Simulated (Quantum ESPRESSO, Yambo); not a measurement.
# MgI2 (1T monolayer): G0W0 with Yambo, start to end, part 3 of 3

How does a plane-wave GW calculation on MgI2 (1T monolayer) run from the first input to the gap?

Quantum ESPRESSO 7.5 and Yambo 5.3.0; PBE and many-body steps on it, plane waves. Known limits of the many-body steps: not at the basis limit; no spin-orbit coupling.

So far. Step 3 (Bands along the symmetry lines): The gap is 3.665 eV, −0.050 eV from the run before at this level. Step 4 (Empty states on the mesh, 6×6×1 mesh, 356 bands): On this mesh the gap is 3.665 eV.

### 6. Screening and self-energy, 6×6×1 mesh, 356 bands, screening to 136.1 eV

G0W0 replaces the xc potential by the self-energy, built once from these orbitals. Only a window of levels is corrected, while the sums run over the empty bands that the input names.

This step: G0W0 on PBE, plane waves, norm-conserving pseudopotentials.

File gw3.in:

```
HF_and_locXC
gw0
dyson
ppa
em1d
rim_cut
rim_w
RandQpts= 3000000
RandGvec= 100 RL
CUTGeo= "slab z"
RandGvecW= 9 RL
EXXRLvcs= 76 Ry
VXCRLvcs= 304 Ry
Chimod= "HARTREE"
% BndsRnXp
 1 | 356 |
%
NGsBlkXp= 10 Ry
% LongDrXp
 1 | 1 | 0 |
%
% GbndRnge
 1 | 356 |
%
DysSolver= "n"
ExtendOut
PPAPntXp= 27.21138 eV
% QPkrange
 1 | 1 | 29 | 32 |
 4 | 4 | 29 | 32 |
%
```

Command:

```bash
OMP_NUM_THREADS=1 mpirun -n 4 yambo -F gw3.in -J gw3 -C gw3 > gw3.log
```

The program printed:

```text
 Yambo, version 5.3.0

 [02] CORE Variables Setup
 =========================

  [... cell, symmetries and grids as in the set-up ...]

  [02.05] Energies & Occupations
  ==============================

  [X] === General ===
  [X] Electronic Temperature                        :  0.000000  0.000000 [eV K]
  [X] Bosonic    Temperature                        :  0.000000  0.000000 [eV K]
  [X] Finite Temperature mode                       : no
  [X] El. density                                   :  0.24459E+24 [cm-3]
  [X] Fermi Level                                   : -1.403411 [eV]

  [X] === Gaps and Widths ===
  [X] Conduction Band Min                           :  3.665263 [eV]
  [X] Valence Band Max                              :  0.000000 [eV]
  [X] Filled Bands                                  :  30
  [X] Empty Bands                                   :    31   356
  [X] Direct Gap                                    :  3.979035 [eV]
  [X] Direct Gap localized at k                     :  1
  [X] Indirect Gap                                  :  3.665263 [eV]
  [X] Indirect Gap between kpts                     :   1   4
  [X] Last valence band width                       :  0.671967 [eV]
  [X] 1st conduction band width                     :  1.070350 [eV]

 [03] Transferred momenta grid and indexing
 ==========================================

 IBZ Q-points                                      :   7
 BZ  Q-points                                      :   36

 K/Q-points units:
 rlu = crystal or reduced units; cc = cartesian coordinates; iku = interal k-units

 Q [1]          [rlu]:  0.000000  0.000000  0.000000
 Q [2]          [rlu]: -0.83092E-17  0.16667       0.0000
 Q [3]          [rlu]: -0.16618E-16  0.33333       0.0000
 Q [4]          [rlu]:  0.24928E-16 -0.50000       0.0000
 Q [5]          [rlu]:  0.166667  0.166667  0.000000
 Q [6]          [rlu]:  0.166667  0.333333  0.000000
 Q [7]          [rlu]:  0.333333  0.333333  0.000000

 [04] Coloumb potential Random Integration (RIM)
 ===============================================

 Performing RIM of v_slab

  [04.01] RIM initialization
  ==========================

  * Diagonal components only detected *

  8 x (sBL volume)        :  0.033298 [a.u.]
  sBZ random points       :  3000000
  Points outside the sBZ  :  24000829
  RL volume               :  0.149843 [a.u.]
  Integrated volume       :  0.149837 [a.u.]

  [04.02] RIM integrals
  =====================

  Gamma point sphere radius             :  0.035709 [a.u.]
  Points outside the sphere             :  2398884
  [Int_sBZ(q=0) 1/q^2]*(Vol_sBZ)^(-1/3) =:  7.474062
                                 should be <:  7.795600

  Summary of Coulomb integrals for non-metallic bands |Q|[au] RIM/Bare

  Q [1] 0.100000E-4 0.958754 * Q [2] 0.152079 0.991553
  Q [5] 0.263409 1.022842 * Q [3] 0.304159 1.022456
  Q [6] 0.402364 1.017392 * Q [4] 0.456238 1.014421
  Q [7] 0.526819 1.011335
  Non-periodic chartesian directions : none
  Optical renormalization            :  30.23562 [au]
  Polarizability dimension           : length

 [05] Coloumb potential CutOffslab
 =================================

 Cut directionsZ
 Slab Cutoff:Z
 Symmetry test passed : yes

 [06] Dipoles
 ============

  [06.01] Setup: observables and procedures
  =========================================

  [WARNING] [x,Vnl] slows the Dipoles computation. To neglect it rename the ns.kb_pp file

 [07] Dynamic Dielectric Matrix (PPA)
 ====================================

 [WR./gw3//ndb.pp]---------------------------------------------------------------
  Brillouin Zone Q/K grids (IBZ/BZ)                :    7   36    7   36
  RL vectors                                       :  21779 [WF]
  Coulomb cutoff potential                         : slab z
  Electronic Temperature                           :  0.000000 [K]
  Bosonic    Temperature                           :  0.000000 [K]
  PPA    diel. fun.  energies                      : Perdew, Burke & Ernzerhof(X)+Perdew, Burke & Ernzerhof(C)
  wavefunctions                                    : Perdew, Burke & Ernzerhof(X)+Perdew, Burke & Ernzerhof(C)
  Global Gauge                                     : length
  X matrix size                                    :   853
  X band range                                     :     1   356
  X e/h energy range                               : -1.000000 -1.000000 [eV]
  X Time ordering                                  : R
  X Hxc Kernel                                     : HARTREE
  X Drude frequency                                :  0.000000  0.000000
  X poles                                          :  100.0000 [o/o]
  RL vectors in the sum                            :  21779
  [r,Vnl] included                                 : yes
  Field direction                                  :  0.707107E-5  0.707107E-5   0.00000
  BZ energy Double Grid                            : no
  BZ energy DbGd points                            : 0
  BZ Q point size factor                           : -1.000000
  X Optical Averaged directions                    : none

 [08] Local Exchange-Correlation + Non-Local Fock
 ================================================

 [VXC] Plane waves :  148115
 [EXS] Plane waves :  18431

 QP @ state[ 1 ] K range:  1  1
 QP @ state[ 1 ] b range:   29   32
 QP @ state[ 2 ] K range:   4   4
 QP @ state[ 2 ] b range:   29   32

 [xc] Functional : Perdew, Burke & Ernzerhof(X)+Perdew, Burke & Ernzerhof(C)
 [xc] LIBXC used to calculate xc functional
  PP Number of Atomic Species                      :  2
  NLCC RL compoments                               :  148115
  PP Number of Atomic Species                      :  2
  NLCC RL compoments                               :  148115

 [xc] E_xc :  -51.63343 [Ha]
      E_xc :  -103.2669 [Ry]

  Local XC kind (lXC) : Perdew, Burke & Ernzerhof(X)+Perdew, Burke & Ernzerhof(C)
  Non-Local XC kind (nlXC) : Hartree-Fock

  Corrections @ K [1] :  [eV]
 <29|nlXC|29> = -16.54691  0.31796E-17 <29|lXC|29> = -13.82048 -0.37763E-15
 <30|nlXC|30> = -16.54686  0.61484E-17 <30|lXC|30> = -13.82048  0.000000
 <31|nlXC|31> = -5.758376  0.18381E-17 <31|lXC|31> = -9.514106  0.000000
 <32|nlXC|32> = -4.905219 -0.37893E-18 <32|lXC|32> = -8.904741  0.000000

  Corrections @ K [4] :  [eV]
 <29|nlXC|29> = -16.01561 -0.13806E-17 <29|lXC|29> = -12.92482  0.000000
 <30|nlXC|30> = -16.30537 -0.38005E-17 <30|lXC|30> = -13.39132 -0.94408E-16
 <31|nlXC|31> = -5.720385 -0.34587E-18 <31|lXC|31> = -9.602717 -0.47204E-16
 <32|nlXC|32> = -4.763413  0.93126E-18 <32|lXC|32> = -8.729523  0.47204E-16

 [09] Dyson equation: Newton solver
 ==================================

  [09.01] RIM-W interpolation
  ===========================

  [WARNING] RIM-W works only for 2D semiconductors with slab cutoff
  Found compatible q grid: 2D
  q_min[ 1 ]:  0.16667      0.80429E-12   0.0000     [rlu]
   0.166667  0.083333  0.000000 [iku]
  q_min[ 2 ]:  0.28304E-11  0.16667       0.0000     [rlu]
   0.11978E-10  0.16667       0.0000     [iku]
  G-vectors :   9
  G-vectors loaded:   61
  Number of interpolated frequencies:  2

  Evaluating coefficients q = 0
  Evaluating coefficients q = 0

  [09.02] RIM-W integrals
  =======================

  8 x (sBL volume)        :  0.033298 [a.u.]
  sBZ random points       :  3000000
  Points outside the sBZ  :  24000829
  RL volume               :  0.149843 [a.u.]
  Integrated volume       :  0.149837 [a.u.]

  [09.03] RIM integrals
  =====================

  Comparison between head Wc = W - v averages: < Wc > [au] RIM-W/RIM

   < -Wc [Q = 1] > 0.172399E-1 0.120173E-4 * < -Wc [Q = 2] > 0.003918 0.003784
   < -Wc [Q = 3] > 0.808066E-3 0.795417E-3 * < -Wc [Q = 4] > 0.290412E-3 0.287362E-3
   < -Wc [Q = 5] > 0.001151 0.001132 * < -Wc [Q = 6] > 0.407579E-3 0.403853E-3
   < -Wc [Q = 7] > 0.206369E-3 0.205523E-3

  Comparison between head Wc = W - v averages: < Wc > [au] RIM-W/RIM

   < -Wc [G = 1,G`=0] > 0.172399E-1 0.120173E-4 * < -Wc [G = 2,G`=0] >-0.001242 0.000000
   < -Wc [G = 3,G`=0] >-0.001242 0.000000 * < -Wc [G = 4,G`=0] >-0.178766E-4  0.00000
   < -Wc [G = 5,G`=0] >-0.178680E-4  0.00000 * < -Wc [G = 6,G`=0] > 0.107290E-3  0.00000
   < -Wc [G = 7,G`=0] > 0.107281E-3  0.00000 * < -Wc [G = 8,G`=0] >-0.163908E-4  0.00000
   < -Wc [G = 9,G`=0] >-0.163902E-4  0.00000

 [10] G0W0 (W PPA)
 =================

 [  GW  ] Bands range     :     1   356
 [GW/PPA] G damping       :  0.100000 [eV]

 QP @ state[ 1 ] K range:  1  1
 QP @ state[ 1 ] b range:   29   32
 QP @ state[ 2 ] K range:   4   4
 QP @ state[ 2 ] b range:   29   32

  Sc/G bands                                       :     1   356
  Sc/G damping                                     :  0.100000 ev
  Sc bands terminator                              : no
  Sx RL components                                 :  18431

  QP @ state[ 1 ] K range                          :  1  1
  QP @ state[ 1 ] b range                          :   29   32
  QP @ state[ 2 ] K range                          :   4   4
  QP @ state[ 2 ] b range                          :   29   32
  GF energies kind                                 : Perdew, Burke & Ernzerhof(X)+Perdew, Burke & Ernzerhof(C)
  GF WF`s kind                                     : Perdew, Burke & Ernzerhof(X)+Perdew, Burke & Ernzerhof(C)
  Xs energies kind                                 : Perdew, Burke & Ernzerhof(X)+Perdew, Burke & Ernzerhof(C)
  Xs WF`s kind                                     : Perdew, Burke & Ernzerhof(X)+Perdew, Burke & Ernzerhof(C)

 [14] Game Over & Game summary
```

The job ended after 35 min (4 MPI ranks of Intel Xeon Platinum 8488C (Sapphire Rapids), shared host; peak memory 5.3 GiB).

Numbers from this step:

```yaml
g0w0_gap_on_the_points_computed: 6.005 eV
starting_gap_on_the_mesh: 3.665 eV
k_of_the_valence_top: 0, 0, 0
k_of_the_conduction_bottom: 0, -0.5, 0
least_direct_g0w0_gap_on_the_computed_points: 6.285 eV
z_at_the_valence_top: 0.8119
z_at_the_conduction_bottom: 0.8310
```

The gap on the mesh goes from 3.67 eV to 6.00 eV, a correction of +2.34 eV. The start differs from the 3.72 eV found before because the two sample other k points.

Limits: finite bands, cutoff and mesh; no spin-orbit coupling. v1 is the top filled band, c1 the lowest empty one. Levels before and after the correction, in eV, zero at the valence-band top of each column:

|  | conduction bottom | valence top |
| --- | --- | --- |
| Kohn-Sham | 3.67 | 0.00 |
| G0W0 | 6.00 | 0.00 |

|  | level | energy (eV) |
| --- | --- | --- |
| Kohn-Sham | Γ v2-v1 | 0.000 |
| Kohn-Sham | Γ c1 | 3.979 |
| Kohn-Sham | Γ c2 | 4.917 |
| Kohn-Sham | (0 -0.5 0) v2 | -0.618 |
| Kohn-Sham | (0 -0.5 0) v1 | -0.403 |
| Kohn-Sham | (0 -0.5 0) c1 | 3.665 |
| Kohn-Sham | (0 -0.5 0) c2 | 5.522 |
| G0W0 | Γ v2-v1 | 0.000 |
| G0W0 | Γ c1 | 6.285 |
| G0W0 | Γ c2 | 7.212 |
| G0W0 | (0 -0.5 0) v2 | -0.783 |
| G0W0 | (0 -0.5 0) v1 | -0.474 |
| G0W0 | (0 -0.5 0) c1 | 6.005 |
| G0W0 | (0 -0.5 0) c2 | 7.840 |

### 7. Where the time went

Times are wall times on the hardware named with each run, good to a factor of about two.

| step | time | share | memory (GiB) |
| --- | --- | --- | --- |
| ground state | 30 s | 1 % | 0.85 |
| bands along the symmetry lines | 17 s | 1 % | 0.67 |
| empty states on the mesh | 2.4 min | 6 % | 2.5 |
| conversion and set-up | 3.8 s | 0 % | 0.26 |
| screening and self-energy | 35 min | 91 % | 5.3 |

### 8. Results

| Quantity | Value |
| --- | --- |
| PBE gap | 3.67 eV, indirect |
| G0W0 gap on the mesh | 6.00 eV |
| GW settings | 6×6×1 mesh, 356 bands, screening to 136.1 eV, Godby-Needs plasmon pole |
| known limits | not at the basis limit; no spin-orbit coupling |

G0W0 moves the gap on the mesh from 3.67 eV to 6.00 eV (+2.34 eV), with Z of 0.81 and 0.83 at the edges. Only 2 of the mesh's irreducible points were corrected, so a valley elsewhere could overtake. The dearest step here is «screening and self-energy». Bands and cutoff are finite, so the gap is not at the basis limit. The miss can reach some tenths of an eV and take either sign; the mesh is an error of its own. In the G0W0 run levels were corrected at 2 k points alone, so a gap called «on the mesh» is the least over those, and an edge elsewhere would be missed. The many-body steps are scalar-relativistic: spin-orbit coupling is not in them.

[Paths, hosts, dates, memory and timing lines, banners, echoed tables and standing remarks are left out of the program output.]

[Logs are printed without paths, hosts, clocks, repeated set-up lines and the standing remarks that a program may print on its own settings, such as how far it seeks lower states.]

[Runs of the session that timed out or met a known fault of the program may be left out.]

[Hosts, paths, dates, database ids (printed as entryN), source tags and the programs' standing remarks are cut or masked in the printed files.]
